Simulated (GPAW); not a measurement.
Computed results, one entry a study.

### How the form of the self-energy moves the gap of AlN (F-43m)

Symmetry: F-43m, No. 216, cubic system. The conventional cell has a = 4.368 Å, b = 4.368 Å, c = 4.368 Å, α = 90.00°, β = 90.00°, γ = 90.00°. Al has 4 N at 1.89 Å nearest. Nearest to N lie 4 Al at 1.89 Å. Farther neighbours and most contacts between anions are not listed.

```
Al N
1.0
     0.00000    2.18399    2.18399
     2.18399    0.00000    2.18399
     2.18399    2.18399    0.00000
Al N
1 1
Direct
  0.00000 0.00000 0.00000
  0.75000 0.75000 0.75000
```

```
method                         : DFT, LDA, plane waves, PAW (and 1 further level or step)
program                        : GPAW 26.7.0
settings of one run            : cutoff 600 eV, GPAW PAW setups 1.2.1 data release, 6×6×6 k-mesh, nbands 119
cost                           : 3 runs, 2.1 min in all on 8 MPI ranks of Intel Xeon Platinum 8488C (Sapphire Rapids), shared host (the runs of this entry)
notes                          : The cell and positions are those that the Materials Project relaxed with its own functionals (PBE, PBE+U or r2SCAN), kept fixed. This is not the form that AlN usually takes at ambient conditions. Bands and cutoff are finite, so the gap is not at the basis limit. The miss can reach some tenths of an eV and take either sign; the mesh is an error of its own.
G0W0, Godby-Needs plasmon pole : 4.722 eV
G0W0 with rALDA vertex         : 4.759 eV
known limits                   : not at the basis limit
```

G0W0 with rALDA vertex: +0.037 eV against G0W0, Godby-Needs plasmon pole, at other bands or cutoff, so not like for like. With the rALDA kernel as a vertex the gap is 4.51 eV (in the polarisability), 5.09 eV (in the self-energy) and 4.90 eV (in both), against 4.72 eV without.

[Paths, hosts, dates, memory and timing lines, banners, echoed tables and standing remarks are left out of the program output.]

[Logs are printed without paths, hosts, clocks, repeated set-up lines and the standing remarks that a program may print on its own settings, such as how far it seeks lower states.]

[Runs of the session that timed out or met a known fault of the program may be left out.]

[Hosts, paths, dates, database ids (printed as entryN), source tags and the programs' standing remarks are cut or masked in the printed files.]
